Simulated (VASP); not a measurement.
# Se (P6/mmm) in VASP: notebook

Runs on Se. Level: PBE. Tasks: relaxation of cell and atoms, single point.

Program: VASP 6.6.1. These are calculated values, not measurements. Logs are shortened: lines on timing, memory, paths and dates and some standing lists are left out, and cuts for length are marked.

## 1. The cell of the first run

It takes space group P6/mmm (No. 191, hexagonal). Conventional cell: a = 3.442 Å, b = 3.442 Å, c = 6.208 Å, α = 90.00°, β = 90.00°, γ = 120.00°. Se (site symmetry 6mm) is surrounded by 1 Se at 2.17 Å.

The cell was built by a generator and needn't be a form met in nature.

## 2. Relaxation of cell and atoms, PBE (random cell by space group and Wyckoff sites (P6/mmm, No. 191))

File INCAR:

```
SYSTEM = Se
PREC = Accurate ; ENCUT = 600
EDIFF = 1E-7 ; ISMEAR = 0
SIGMA = 0.1 ; LREAL = .False.
LASPH = .True. ; NELM = 100
ALGO = Fast ; ISIF = 3
LWAVE = .False. ; LCHARG = .False.
GGA = PE ; IBRION = 2
NSW = 100 ; EDIFFG = -0.01
```

File KPOINTS:

```
regular mesh
0
Gamma
  18 18 10
  0 0 0
```

File POSCAR:

```
Se
1.0
    3.4415338025      0.0000000000      0.0000000000
   -1.7207669012      2.9804557009      0.0000000000
    0.0000000000      0.0000000000      6.2082123944
Se
2
Direct
    0.0000000000      0.0000000000      0.8250363583
    0.0000000000      0.0000000000      0.1749636417
```

Potentials or basis: VASP PAW PBE potentials, release 64 (Se).

Launch:

```bash
$ cat potpaw_PBE.64/Se/POTCAR > POTCAR
$ mpirun -np 1 vasp_std > vasp.out
```

OUTCAR:

```text
SYSTEM = Se
   PREC = Accurate
   ENCUT = 600
   EDIFF = 1E-7
   ISMEAR = 0
   LREAL = .False.
   LASPH = .True.
   NELM = 100
   ISIF = 3
   GGA = PE
   IBRION = 2
   NSW = 100
   EDIFFG = -0.01

 ion  position               nearest neighbor table
   1  0.000  0.000  0.825-   2 2.17
   2  0.000  0.000  0.175-   1 2.17

  LATTYP: Found a hexagonal cell.
 ALAT       =     3.4415338025
 C/A-ratio  =     1.8039085915

  Lattice vectors:

 A1 = (   3.4415338025,   0.0000000000,   0.0000000000)
 A2 = (  -1.7207669012,   2.9804557009,   0.0000000000)
 A3 = (   0.0000000000,   0.0000000000,   6.2082123944)

Analysis of symmetry for initial positions (statically):
=====================================================================
 Subroutine PRICEL returns:
 Original cell was already a primitive cell.

 Routine SETGRP: Setting up the symmetry group for a
 hexagonal supercell.

 Subroutine GETGRP returns: Found 24 space group operations
 (whereof 24 operations were pure point group operations)
 out of a pool of 24 trial point group operations.

The static configuration has the point symmetry D_6h.

Analysis of symmetry for dynamics (positions and initial velocities):
=====================================================================
 Subroutine PRICEL returns:
 Original cell was already a primitive cell.

 Routine SETGRP: Setting up the symmetry group for a
 hexagonal supercell.

 Subroutine GETGRP returns: Found 24 space group operations
 (whereof 24 operations were pure point group operations)
 out of a pool of 24 trial point group operations.

The dynamic configuration has the point symmetry D_6h.

 Subroutine INISYM returns: Found 24 space group operations
 (whereof 24 operations are pure point group operations),
 and found     1 'primitive' translations

----------------------------------------------------------------------------------------

                                     Primitive cell

  volume of cell :      63.6797

  direct lattice vectors                    reciprocal lattice vectors
     3.441533802  0.000000000  0.000000000     0.290568118  0.167759581  0.000000000
    -1.720766901  2.980455701  0.000000000     0.000000000  0.335519162  0.000000000
     0.000000000  0.000000000  6.208212394     0.000000000  0.000000000  0.161076963

  length of vectors
     3.441533802  3.441533802  6.208212394     0.335519162  0.335519162  0.161076963

  position of ions in fractional coordinates (direct lattice)
     0.000000000  0.000000000  0.825036358
     0.000000000  0.000000000  0.174963642

  ion indices of the primitive-cell ions
   primitive index   ion index
                 1           1
                 2           2

----------------------------------------------------------------------------------------

 KPOINTS: regular mesh

Automatic generation of k-mesh.
 Grid dimensions read from file:
 generate k-points for:   18   18   10

 Generating k-lattice:

  Cartesian coordinates                     Fractional coordinates (reciprocal lattice)
     0.016142673  0.009319977  0.000000000     0.055555556 -0.000000000  0.000000000
     0.000000000  0.018639953  0.000000000     0.000000000  0.055555556  0.000000000
     0.000000000  0.000000000  0.016107696     0.000000000  0.000000000  0.100000000

  Length of vectors
     0.018639953  0.018639953  0.016107696

  Shift w.r.t. Gamma in fractional coordinates (k-lattice)
     0.000000000  0.000000000  0.000000000

 Subroutine IBZKPT returns following result:
 ===========================================

 Found    222 irreducible k-points:

 Following reciprocal coordinates:
            Coordinates               Weight
  0.000000  0.000000  0.000000      1.000000
  0.055556  0.000000  0.000000      6.000000
  0.111111  0.000000  0.000000      6.000000
  0.166667 -0.000000  0.000000      6.000000
  0.222222  0.000000  0.000000      6.000000
  0.277778  0.000000  0.000000      6.000000
[... 16 lines left out ...]
  0.333333  0.111111  0.000000     12.000000
  0.388889  0.111111  0.000000     12.000000
 [... further k-points ...]
   k-points           NKPTS =    222   k-points in BZ     NKDIM =    222   number of bands    NBANDS=     10
   number of dos      NEDOS =    301   number of ions     NIONS =      2
   total plane-waves  NPLWV =  39200
   dimension x,y,z NGX =    28 NGY =   28 NGZ =   50
   dimension x,y,z NGXF=    56 NGYF=   56 NGZF=  100
   ions per type =               2
   NGX,Y,Z   is equivalent  to a cutoff of  13.53, 13.53, 13.39 a.u.
   NGXF,Y,Z  is equivalent  to a cutoff of  27.05, 27.05, 26.78 a.u.
 SYSTEM =  Se
   PREC   = accura    normal or accurate (medium, high low for compatibility)
   ISTART =      0    job   : 0-new  1-cont  2-samecut
   ICHARG =      2    charge: 1-file 2-atom 10-const
   ISPIN  =      1    spin polarized calculation?
   LNONCOLLINEAR =      F non collinear calculations
   LSORBIT =      F    spin-orbit coupling
   LASPH  =      T    aspherical Exc in radial PAW
   ENCUT  =  600.0 eV  44.10 Ry    6.64 a.u.   6.87  6.87 12.40*2*pi/ulx,y,z
   NELM   =    100;   NELMIN=  2; NELMDL= -5     # of ELM steps
   EDIFF  = 0.1E-06   stopping-criterion for ELM
   LREAL  =      F    real-space projection
   EDIFFG = -.1E-01   stopping-criterion for IOM
   NSW    =    100    number of steps for IOM
   IBRION =      2    ionic relax: 0-MD 1-quasi-New 2-CG
   NFREE  =      1    steps in history (QN), initial steepest desc. (CG)
   ISIF   =      3    stress and relaxation
   ISYM   =      2    0-nonsym 1-usesym 2-fastsym
   POTIM  = 0.5000    time-step for ionic-motion
   TEBEG  =    0.0;   TEEND  =   0.0 temperature during run
   PSTRESS=    0.0 pullay stress
   NELECT =      12.0000    total number of electrons
   NUPDOWN=      -1.0000    fix difference up-down
   EMIN   =  10.00;   EMAX   =-10.00  energy-range for DOS
   EFERMI =   0.00;   METHOD = LEGACY
   ISMEAR =     0;   SIGMA  =   0.10  broadening in eV -4-tet -1-fermi 0-gaus
   EFERMI_NEDOS =   21; number of points for ismear=-14 and -15
   IALGO  =     68    algorithm
   IMIX   =      4    mixing-type and parameters
     AMIX     =   0.40;   BMIX     =  1.00
     AMIX_MAG =   1.60;   BMIX_MAG =  1.00
  volume/ion in A,a.u.               =      31.84       214.87
  Fermi-wavevector in a.u.,A,eV,Ry     =   0.938573  1.773646 11.985640  0.880920
  Thomas-Fermi vector in A             =   2.065799
   LORBIT       =      0    0 simple, 1 ext, 2 COOP (PROOUT), +10 PAW based schemes
   GGA     = PE    functional components
   LHFCALC =     F    Hartree Fock is set to
   AEXX    =    0.0000 exact exchange contribution
   IVDW    =     0    specifies the selected vdW correction
   LEPSILON=     F    determine dielectric tensor
   LRPA    =     F    only Hartree local field effects (RPA)
 conjugate gradient relaxation of ions
 non-spin polarized calculation
 RMM-DIIS sequential band-by-band and
 Gauss-broadening in eV      SIGMA  =   0.10
  energy-cutoff  :      600.00
  volume of cell :       63.68
 maximum number of plane-waves:      2148
 NGX is ok and might be reduce to    28
   NGX = 13   NGY = 13   NGZ = 25

--------------------------------------- Ionic step        1  -------------------------------------------

 number of electron      11.9999998 magnetization

 Free energy of the ion-electron system (eV)
  ---------------------------------------------------
  ext. energy  EPLUGINS =         0.00000000
  ---------------------------------------------------
  free energy    TOTEN  =        -6.64557001 eV

  energy without entropy =       -6.64235857  energy(sigma->0) =       -6.64396429

------------------------ aborting loop because EDIFF is reached ----------------------------------------

  FORCE on cell =-STRESS in cart. coord.  units (eV):
  Direction    XX          YY          ZZ          XY          YZ          ZX
  --------------------------------------------------------------------------------------
  -------------------------------------------------------------------------------------
  Total        0.0011049      0.0011049      0.1408887      0.0000000      0.0000000      0.0000000
  in kB        0.0277997      0.0277997      3.5447490      0.0000000      0.0000000      0.0000000
  external PRESSURE =       1.2001161 kB  Pullay stress =       0.0000000 kB
[... 57 lines left out ...]
  energy  without entropy=       -6.6412265245  energy(sigma->0) =       -6.64282979

--------------------------------------- Ionic step        3  -------------------------------------------

 number of electron      11.9999998 magnetization

 Free energy of the ion-electron system (eV)
  ---------------------------------------------------
  ext. energy  EPLUGINS =         0.00000000
  ---------------------------------------------------
  free energy    TOTEN  =        -6.64566091 eV

  energy without entropy =       -6.64245055  energy(sigma->0) =       -6.64405573

 E-fermi :   1.6328     XC(G=0):  -8.0934

 val. band max:        1.6275346063   @ k =   0.3889   0.1667   0.3000
 cond. band min:       1.6426645118   @ k =   0.2222   0.0000   0.0000
 fundamental gap:      0.0151299055
 Fermi energy:         1.6328391357

 k-point     1 :       0.0000    0.0000    0.0000
  band No.  band energies     occupation
      1     -13.9205      2.00000
      2     -10.0419      2.00000
      3      -3.6479      2.00000
      4       1.0634      2.00000
      5       1.0634      2.00000
      6       3.7589      0.00000
      7       3.7589      0.00000
      8       5.1339      0.00000
      9       7.3038      0.00000
     10       7.5925      0.00000
[... 287 lines left out ...]
 k-point    24 :       0.3889    0.1111    0.0000
  band No.  band energies     occupation
      1     -12.9733      2.00000
      2      -8.9465      2.00000
      3      -3.3615      2.00000
      4      -2.5366      2.00000
      5      -0.5424      2.00000
      6      -0.4229      2.00000
      7       2.2515      0.00000
      8       6.1637      0.00000
      9       6.7458      0.00000
     10       8.1836      0.00000

 [... further k-points ...]
[... 5 lines left out ...]
  --------------------------------------------------------------------------------------
  -------------------------------------------------------------------------------------
  Total        0.0055062      0.0055062      0.0025171      0.0000000      0.0000000      0.0000000
  in kB        0.1384333      0.1384333      0.0632828      0.0000000      0.0000000      0.0000000
  external PRESSURE =       0.1133831 kB  Pullay stress =       0.0000000 kB
[... 17 lines left out ...]
  FREE ENERGIE OF THE ION-ELECTRON SYSTEM (eV)
  ---------------------------------------------------
  free  energy   TOTEN  =        -6.6456609084 eV

  energy  without entropy=       -6.6424505531  energy(sigma->0) =       -6.64405573

 reached required accuracy - stopping structural energy minimisation
```

Wall time 2.9 min (1 thread of Intel Xeon Platinum 8559C (Emerald Rapids), shared host); peak memory 0.31 GiB.

What came out:

* Free energy: -6.6457 eV
* Relaxed volume: 31.86 Å³/atom
* Relaxed cell: a = 3.442 Å, b = 3.442 Å, c = 6.213 Å, α = 90.00°, β = 90.00°, γ = 120.00°
* Space group after relaxing (to 0.05 Å): P6/mmm (No. 191)
* Energy gained by relaxing: 0.0 meV/atom
* Ionic steps: 3
* Pressure after relaxing: 0.0 GPa
* Band gap on the k mesh: none (metal or under the smearing width)

Final structure:
```
Se
1.0
     3.44155    0.00000    0.00000
    -1.72078    2.98047    0.00000
     0.00000    0.00000    6.21269
Se
2
Direct
  0.00000 0.00000 0.82493
  0.00000 0.00000 0.17507
```

Levels at points of the mesh, in eV from the Fermi level:
```csv
k point,band 4,band 5,band 6,band 7,band 8,band 9
"(0.00, 0.00, 0.00)",-0.57,-0.57,2.13,2.13,3.50,5.67
"(0.50, 0.00, 0.00)",-4.18,-2.27,-1.68,1.08,4.53,4.90
"(0.00, 0.00, 0.50)",-0.54,-0.54,0.87,2.04,2.04,5.78
"(0.50, 0.00, 0.50)",-3.62,-2.54,-1.63,0.96,2.71,5.79
```

Caveat: this functional lacks dispersion, which binds the layers, so the pressure and a relaxed spacing across them are unreliable.

## 3. Single point, PBE (random cell by space group and Wyckoff sites (P6/mmm, No. 191))

File INCAR:

```
PREC = Accurate
ENCUT = 520
EDIFF = 1E-7
ISMEAR = 0
SIGMA = 0.1
LREAL = False
LASPH = True
NELM = 60
ALGO = Fast
ISIF = 2
LWAVE = False
LCHARG = False
GGA = PE
NBANDS = 13
```

File KPOINTS:

```
regular mesh
0
Gamma
  6 6 4
```

File POSCAR:

```
Se
1.0
    3.4586057388      0.0000000000      0.0000000000
   -1.7293028694      2.9952404315      0.0000000000
    0.0000000000      0.0000000000      5.7690168426
Se
2
Direct
    0.0000000000      0.0000000000      0.8115761027
    0.0000000000      0.0000000000      0.1884238973
```

Potentials or basis: VASP PAW PBE potentials, release 64 (Se).

Launch:

```bash
$ cat potpaw_PBE.64/Se/POTCAR > POTCAR
$ mpirun -np 1 vasp_std > vasp.out
```

It took 18 s on 1 thread of Intel Xeon Platinum 8559C (Emerald Rapids), shared host; peak memory 0.18 GiB.

It converged, with:

```
Free energy            : -6.6099 eV
Pressure               : 0.1 GPa
Largest force          : 0.068 eV/Å
Band gap on the k mesh : none (metal or under the smearing width)
```

Forces in eV/Å, atoms in the order of the input:
```
Se   0.000  0.000 -0.068
Se   0.000  0.000  0.068
```

Stress tensor (GPa, compression positive):
```
-0.04  0.00  0.00
 0.00 -0.04  0.00
 0.00  0.00  0.53
```

Levels at points of the mesh, in eV from the Fermi level:
```
           k point  band 3  band 4  band 5  band 6  band 7  band 8  band 9  band 10
(0.00, 0.00, 0.00)   -5.65   -0.75   -0.75    2.04    2.04    4.21    5.45     7.04
(0.50, 0.00, 0.00)   -5.30   -4.57   -2.19   -1.84    1.03    4.70    5.08     5.44
(0.00, 0.00, 0.50)   -4.24   -0.66   -0.66    0.69    1.83    1.83    5.68     7.95
(0.50, 0.00, 0.50)   -5.11   -3.41   -2.71   -1.73    0.76    2.33    5.76     7.78
```

Caveat: this functional lacks dispersion, which binds the layers, so the pressure and a relaxed spacing across them are unreliable.

## 4. Relaxation of cell and atoms, PBE (random cell by space group and Wyckoff sites (P6/mmm, No. 191))

File INCAR:

```
SYSTEM = Se
PREC = Accurate
ENCUT = 600
EDIFF = 1E-6
ISMEAR = 0
SIGMA = 0.1
LREAL = .False.
LASPH = .True.
NELM = 80
ALGO = Normal
ISIF = 3
LWAVE = .False.
LCHARG = .False.
GGA = PE
IBRION = 2
NSW = 90
EDIFFG = -0.04
```

File KPOINTS:

```
regular mesh
0
Gamma
  6 6 4
  0 0 0
```

File POSCAR:

```
Se
1.0
    3.6688906400      0.0000000000      0.0000000000
   -1.8344453200      3.1773525000      0.0000000000
    0.0000000000      0.0000000000      5.1424554000
Se
2
Direct
    0.0000000000      0.0000000000      0.7849173500
    0.0000000000      0.0000000000      0.2150826500
```

Launch:

```bash
$ cat potpaw_PBE.64/Se/POTCAR > POTCAR
$ mpirun -np 1 vasp_std > vasp.out
```

Wall time 1.9 min (1 thread of Intel Xeon Platinum 8559C (Emerald Rapids), shared host); peak memory 0.19 GiB.

The run converged. Its results:

| Item | Value |
| --- | --- |
| Free energy | -6.6101 eV |
| Relaxed volume | 30.23 Å³/atom |
| Relaxed cell | a = 3.465 Å, b = 3.465 Å, c = 5.816 Å, α = 90.00°, β = 90.00°, γ = 120.00° |
| Space group after relaxing (to 0.05 Å) | P6/mmm (No. 191) |
| Energy gained by relaxing | 99.5 meV/atom |
| Ionic steps | 18 |
| Pressure after relaxing | 0.0 GPa |
| Largest force after relaxing | 0.028 eV/Å |
| Band gap on the k mesh | none (metal or under the smearing width) |

Forces on the atoms (eV/Å):
```
Se   0.000  0.000 -0.028
Se   0.000  0.000  0.028
```

Stress tensor (GPa, compression positive):
```
-0.15  0.00  0.00
 0.00 -0.15  0.00
 0.00  0.00  0.19
```

The path:
```csv
step,energy change (eV),largest force (eV/Å),pressure (GPa),volume (Å³)
1,0.0000,0.6953,-1.03,59.95
2,-0.1103,0.4585,-0.79,58.24
3,-0.1815,0.0659,0.85,55.65
4,-0.1817,0.0297,1.08,55.40
5,-0.1835,0.6061,-0.63,57.21
6,-0.1857,0.3655,0.07,56.43
7,-0.1899,0.2784,0.00,57.09
8,-0.1946,0.0372,-0.12,58.85
9,-0.1946,0.0263,-0.12,58.92
10,-0.1954,0.0575,-0.20,59.10
11,-0.1968,0.1453,-0.40,59.66
12,-0.1964,0.3050,-0.73,60.76
13,-0.1971,0.1967,-0.52,60.06
14,-0.1975,0.1692,-0.47,60.11
15,-0.1984,0.0854,-0.29,60.25
16,-0.1988,0.0920,0.08,60.53
17,-0.1988,0.0376,-0.04,60.44
18,-0.1989,0.0282,-0.04,60.46
```

Final structure:
```
Se
1.0
     3.46457    0.00000    0.00000
    -1.73228    3.00040    0.00000
     0.00000    0.00000    5.81636
Se
2
Cartesian
  1.7323 3.0004 4.7283
  0.0000 0.0000 1.0880
```

Levels at points of the mesh, in eV from the Fermi level:
```csv
k point,band 4,band 5,band 6,band 7,band 8,band 9
"(0.00, 0.00, 0.00)",-0.76,-0.76,2.01,2.01,4.12,5.44
"(0.50, 0.00, 0.00)",-4.53,-2.19,-1.83,1.01,4.72,4.99
"(0.00, 0.00, 0.50)",-0.68,-0.68,0.71,1.82,1.82,5.66
"(0.50, 0.00, 0.50)",-3.45,-2.67,-1.73,0.76,2.35,5.76
```

Caveat: this functional lacks dispersion, which binds the layers, so the pressure and a relaxed spacing across them are unreliable.

## 5. The runs side by side

```tsv
task	cell	k mesh	cutoff (eV)	gap on the mesh (eV)	pressure (GPa)	relaxed volume (Å³/atom)	largest force (eV/Å)
relaxation of cell and atoms	relaxed from: random cell by space group and Wyckoff sites (P6/mmm, No. 191)	18 × 18 × 10	600	none	0.0	31.86	-
single point	random cell by space group and Wyckoff sites (P6/mmm, No. 191)	6 × 6 × 4	520	none	0.1	-	0.07
relaxation of cell and atoms	relaxed from: random cell by space group and Wyckoff sites (P6/mmm, No. 191)	6 × 6 × 4	600	none	0.0	30.23	0.03
```

Alike in all rows: level PBE; potentials or basis VASP PAW PBE potentials, release 64 (Se); no spin polarisation; smearing gaussian 0.1 eV.

Caveats: this functional lacks dispersion, which binds the layers, so the pressure and a relaxed spacing across them are unreliable.

Total energies depend on the potentials used, so only differences within one code and one set of settings carry meaning.
